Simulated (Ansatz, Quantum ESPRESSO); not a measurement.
## TiO2 [001], rutile: pulling along c

The c axis is held at a set length while the cell relaxes sideways. How do the lateral strain and the stress follow? The strained cell has c along the load; unstrained it is a = 4.5865 Å, b = 4.5865 Å, c = 2.9383 Å, α = 90.00°, β = 90.00°, γ = 90.00°, with 6 atoms. The symmetry of the cell is held, so distortions that would lower it, which this phase may prefer, aren't tested.

Calculated with Quantum ESPRESSO 7.5, PBEsol, PseudoDojo 0.4.1 norm-conserving potentials, cutoff 1170 eV, Fermi–Dirac smearing 0.02 eV, k-mesh 6×6×9, no spin polarisation, no spin-orbit coupling.

Relaxed positions at 0 %:

```csv
atom,x,y,z
Ti,0.0000,0.0000,0.0000
Ti,0.5000,0.5000,0.5000
O,0.3045,0.3045,0.0000
O,0.1955,0.8045,0.5000
O,0.6955,0.6955,0.0000
O,0.8045,0.1955,0.5000
```

| ε_c (%) | a (Å) | c (Å) | ε_a (%) | σ (GPa, tension positive) |
| --- | --- | --- | --- | --- |
| −3 | 4.6333 | 2.8501 | 1.019 | −12.88 |
| −2 | 4.6177 | 2.8795 | 0.680 | −8.33 |
| −1 | 4.6021 | 2.9089 | 0.339 | −4.04 |
| 0 | 4.5865 | 2.9383 | 0.000 | 0.00 |
| 2 | 4.5551 | 2.9970 | −0.685 | 7.35 |
| 3 | 4.5396 | 3.0264 | −1.023 | 10.68 |

**Question.** Fit both responses and give the free strain and the stress at +1 %, a row left out above.

Least squares with y = y0 + y1 ε + y2 ε² (ε in %) gives ε_a = −0.001 + (−0.3406) ε + (−0.0001) ε² and σ = 0.00 + (3.924) ε + (−0.123) ε² GPa. The linear terms put the ratio of free to applied strain at −0.341 and the Young modulus at 392 GPa.

At +1 % the free strain comes out as −0.342 %. The run itself gives −0.348 %, so the estimate misses by 0.006 %, more than the largest misfit of the fitted rows (0.002 %).

The stress comes out as 3.80 GPa. The run itself gives 3.79 GPa, so the estimate misses by 0.01 GPa, a rounding's worth.

The negative ε² term means that the crystal stiffens in compression and softens in tension.

The same fit over all rows at other levels or in other programs gives the strain ratio = −0.342 with PBEsol (Ansatz) and −0.342 with PBEsol (Quantum ESPRESSO, GBRV).

[Logs are printed without paths, hosts, clocks, repeated set-up lines and the standing remarks that a program may print on its own settings, such as how far it seeks lower states.]
